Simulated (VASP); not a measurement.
Runs of VASP 6.6.1 on GaN. The structure is hexagonal, space group P6_3mc (No. 186). The conventional cell has a = 3.180 Å, b = 3.180 Å, c = 5.166 Å, α = 90.00°, β = 90.00°, γ = 120.00°. Ga (site symmetry 3m) is surrounded by 4 N at 1.94 to 1.95 Å. Around N (site symmetry 3m) lie 4 Ga at 1.94 to 1.95 Å. 

```csv
level,potentials or basis,k mesh,cutoff (eV),further INCAR settings,gap on the mesh (eV),pressure (GPa),largest force (eV/Å)
PBE,"VASP PAW PBE potentials, release 64 (Ga_d, N)",8 × 8 × 5,520,ALGO = Fast; EDIFF = 1e-07,1.97,7.4,0.13
PBEsol,"VASP PAW PBE potentials, release 64 (Ga_d, N)",8 × 8 × 5,700,ALGO = Fast; EDIFF = 1e-07,1.93,(b),0.13
PBEsol,"VASP PAW PBE potentials, release 64 (Ga, N)",8 × 8 × 5,500,ALGO = Fast; EDIFF = 1e-07,2.00,8.0,0.17
r2SCAN,"VASP PAW PBE potentials, release 64 (Ga_d, N)",8 × 8 × 5,520,ALGO = Normal; EDIFF = 1e-07,2.38,(c),0.14
PBEsol,"VASP PAW PBE potentials, release 64 (Ga_d, N)",12 × 12 × 7,520,ALGO = Fast; EDIFF = 1e-07,1.93,(a),0.13
PBEsol,"VASP PAW PBE potentials, release 64 (Ga_d, N)",8 × 8 × 5,600,ALGO = Fast; EDIFF = 1e-07,1.93,0.6,0.13
```

Alike in all rows: task electric field gradients; no spin polarisation; cell as given; smearing fermi-dirac 0.02 eV.

Task: Estimate the missing entries.

Result: (a) 0.7; (b) 0.8; (c) 2.2.

Caveats: the PAW data sets were made with another functional, which shifts forces and pressure a little (some runs).

A k mesh can miss the band edges, and the runs leave out spin-orbit coupling on Ga.

The runs don't all hold the same shells in valence.
